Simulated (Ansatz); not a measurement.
A plane-wave DFT run in Ansatz 0.2.0 (scalar-relativistic PAW potentials unless the input names others): input and command.

```yaml
crystal:
  lattice:
    - [0.0, -5.4762743414, 0.0]
    - [0.0, 0.0, -2.9602546931]
    - [10.9525486828, -2.7381371707, 0.0]
  atoms:
    - { symbol: S, position: [-0.0341677524, 0.5, 0.3136671009] }
    - { symbol: S, position: [-0.2841677524, 0.5, 0.8136671009] }
    - { symbol: S, position: [0.4091677524, 0.5, 0.9363328991] }
    - { symbol: S, position: [0.6591677524, 0.5, 0.4363328991] }
    - { symbol: S, position: [0.3455006515, 0.0, 0.0636671009] }
    - { symbol: S, position: [0.0955006514, 0.0, 0.5636671009] }
    - { symbol: S, position: [0.5294993486, 0.0, 0.1863328991] }
    - { symbol: S, position: [0.2794993486, 0.0, 0.6863328991] }
basis:
  ecutwfc: 420
kpoints:
  mp_grid: { grid: [9, 16, 5] }
hamiltonian:
  xc: pbe
  dispersion: d3bj
scf:
  occupations: { method: cold, width: 0.3 }
output:
  forces: true
  eigenvalues: true
  stress: true
```

```bash
ansatz run input.yaml --threads 2 --pin off --max-ram 5120MiB --backend cpu --events-out ev --progress --plain --runs-dir out
```

Abridged log:
```
Warning: crystal.symmetry: narrowed to the stabiliser of the k-point mesh — unitary ops 4 → 2; excluded 2 operations that carry a point of the 9×16×5 mesh (shift [0, 0, 0]) off the mesh (the run samples exactly the mesh kpoints.mp_grid names, as under crystal.symmetry.detect: false, and its converged state has the mesh's symmetry, not the crystal's; ε∞, the Born charges and the force constants of a linear response (`dielectric:` by the response, `phonons.method: dfpt`) are averaged over those of the crystal's operations that the state keeps within a tolerance, where `mesh_tensors`, `unaveraged ...
Pseudopotentials: kind: paw
Pseudopotential: S, paw, valence charge 6, recommended cutoff 420 eV (normal)
Functional definition: PBE
Crystal: 8 atoms, lattice volume = 177.554 Å³
Basis set: ecut = 420 eV, 3449 PW (Γ), exchange–correlation on 80×40×160 points (8 copies of the dense FFT grid, shifted against one another)
Bands: 32, of which v1, the nominal top of the filled ones, is band 24 counted from 1 (23 counted from 0)
Symmetry: 2 space group operations
k-points: 207 of 720 (time reversal used)
Initial density: superposition of atomic densities (neutral atoms: chi_scale 0, normalization atom), corrected by the library's trained network
Initial wavefunctions: pseudopotential atomic-orbital guess
Functional: x = pbe(κ = 0.804, μ = 0.21951497), c = pbe(β = 0.06672455)
SCF iter   1: F=—  HF=-7213.920092 eV  |F-HF|=—  |Δ(HF+E_count)|=         —  Δρ=1.16e-2  dr2=3.99e-1  ethr=1.77e-3  ⟨swp⟩=7.4  Hψ=33523  notcnv=0
SCF iter   2: F=—  HF=-7213.865118 eV  |F-HF|=—  |Δ(HF+E_count)|=   5.50e-2  S|Δr|=    0.00e0  Δρ=6.95e-3  dr2=1.79e-1  ethr=8.30e-4  ⟨swp⟩=2.1  Hψ=12407  notcnv=0
SCF iter   3: F=—  HF=-7213.827898 eV  |F-HF|=—  |Δ(HF+E_count)|=   3.72e-2  S|Δr|=    0.00e0  Δρ=1.09e-3  dr2=4.27e-3  ethr=3.72e-4  ⟨swp⟩=2.0  Hψ=10126  notcnv=0
SCF iter   4: F=—  HF=-7213.826915 eV  |F-HF|=—  |Δ(HF+E_count)|=   9.83e-4  S|Δr|=    0.00e0  Δρ=2.68e-4  dr2=1.24e-4  ethr=8.89e-6  ⟨swp⟩=2.0  Hψ=10634  notcnv=0
SCF iter   5: F=—  HF=-7213.827059 eV  |F-HF|=—  |Δ(HF+E_count)|=   1.44e-4  S|Δr|=    0.00e0  Δρ=1.18e-4  dr2=3.81e-5  ethr=2.59e-7  ⟨swp⟩=2.0  Hψ=11222  notcnv=0
SCF iter   6: F=—  HF=-7213.827455 eV  |F-HF|=—  |Δ(HF+E_count)|=   3.96e-4  S|Δr|=    0.00e0  Δρ=2.96e-5  dr2=1.71e-6  ethr=7.94e-8  ⟨swp⟩=2.0  Hψ=9980  notcnv=0
SCF iter   7: F=—  HF=-7213.827457 eV  |F-HF|=—  |Δ(HF+E_count)|=   1.77e-6  S|Δr|=    0.00e0  Δρ=8.85e-6  dr2=1.83e-7  ethr=3.56e-9  ⟨swp⟩=2.0  Hψ=10263  notcnv=0
SCF iter   8: F=-7213.827457 eV  HF=-7213.827457 eV  |F-HF|=2.73e-11  |Δ(HF+E_count)|=   1.20e-7  S|Δr|=    0.00e0  Δρ=3.08e-6  dr2=1.97e-8  ethr=2.08e-10  ⟨swp⟩=9.8  Hψ=29015  notcnv=0
SCF 1 converged in 8 iterations: F = -7213.827457 eV  dr2 = 1.97e-8
SCF converged after 8 iterations
Stability not checked: this state was not tested for a lower state beside it, because cold or Methfessel-Paxton smearing, or corrected tetrahedra, fill the levels in a way that the test cannot read (fill_not_monotonic; see scf.lower_state_search)
Free energy (F): -7213.827457 eV
Harris-Foulkes:  -7213.827457 eV  (|F-HF|=2.73e-11)
Internal energy: -7213.806340 eV  (E = F + TS)
E sigma→0 (E₀):  -7213.820418 eV
Entropy (-TS):   -0.021117 eV (-2.640 meV/atom)
Fermi energy:    5.114288 eV
  E_disp       = -2.150070  (pairwise vdW)
--- Forces (eV/Å), atoms counted from 1 ---
  atom   1  S      0.03368965    -0.22797752     0.00000000
  atom   2  S     -0.52494339    -1.22060743     0.00000000
  atom   3  S     -4.61226879     1.24065938     0.00000000
  atom   4  S      0.22174698     0.20795655     0.00000000
  atom   5  S      4.61226114     1.24065941     0.00000000
  atom   6  S     -0.22175848     0.20795737     0.00000000
  atom   7  S      0.52495639    -1.22061387     0.00000000
  atom   8  S     -0.03367953    -0.22797683     0.00000000
--- Stress (GPa, compression-positive) ---
        8.271928       0.000020       0.000000
        0.000020       3.373256       0.000000
        0.000000       0.000000       9.269433
  P = ⅓ Tr σ = 6.9715 GPa (69.715 kbar)
```

Apart from outputs and empty bands, the input differs from a reference run on usual settings in scf.occupations.method: "gaussian" → "cold"; scf.occupations.width: 0.15 → 0.3. The reference, at the same geometry (not necessarily relaxed), gave pressure 6.98 GPa, largest force 4.721 eV/Å, no gap on the mesh. This run converged in 8 SCF iterations (reference: 8) with an energy at zero smearing 0.09 meV/atom above the reference's, pressure 6.97 GPa, largest force 4.776 eV/Å, no gap on the mesh. Its smearing width is looser than usual, and the result moved.

It took 23 s on 2 threads of INTEL(R) XEON(R) PLATINUM 8581C CPU @ 2.30GHz (Emerald Rapids), with other jobs on the host, peak memory 1.1 GiB.